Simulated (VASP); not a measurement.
Crystal: Ag.

```
Ag
1.0
     2.93000    0.00000    0.00000
    -1.46500    2.53745    0.00000
     0.00000    0.00000    4.79000
Ag
2
Cartesian
  1.4650 0.8458 3.5925
  0.0000 1.6916 1.1975
```

This isn't the form of Ag at room conditions, which is fcc.

| Quantity | Value |
| --- | --- |
| Program | VASP 6.6.1 |
| Task | relaxation of cell and atoms |
| Functional | r2SCAN |
| Potentials or basis | VASP PAW PBE potentials, release 64 (Ag) |
| Cutoff | 600 eV |
| k mesh | 8 × 8 × 6 |
| Occupations | fermi-dirac, width 0.05 eV |
| Spin | no spin polarisation |

At the start: pressure -2.2 GPa; volume 17.81 Å³/atom.

**Question.** How do energy, volume and symmetry change on relaxing?

**Answer.** Over 5 steps the energy falls by 4.3 meV/atom and the volume is 17.40 Å³/atom (-2.3 %); space group P6_3/mmc (No. 194, to 0.05 Å).

The path:
| step | energy change (eV) | largest force (eV/Å) | pressure (GPa) | volume (Å³) |
| --- | --- | --- | --- | --- |
| 1 | 0.0000 | 0.0000 | -2.23 | 35.61 |
| 2 | -0.0064 | 0.0000 | 1.41 | 34.35 |
| 3 | -0.0078 | 0.0000 | 0.26 | 34.71 |
| 4 | -0.0086 | 0.0000 | 0.10 | 34.78 |
| 5 | -0.0086 | 0.0000 | 0.02 | 34.80 |

Final structure:
```
CELL_PARAMETERS angstrom
2.92466 0.00000 0.00000
-1.46233 2.53283 0.00000
0.00000 0.00000 4.69843
ATOMIC_POSITIONS crystal
Ag 0.66667 0.33333 0.75000
Ag 0.33333 0.66667 0.25000
```

Caveat: the PAW data sets were made with another functional, which shifts forces and pressure a little.
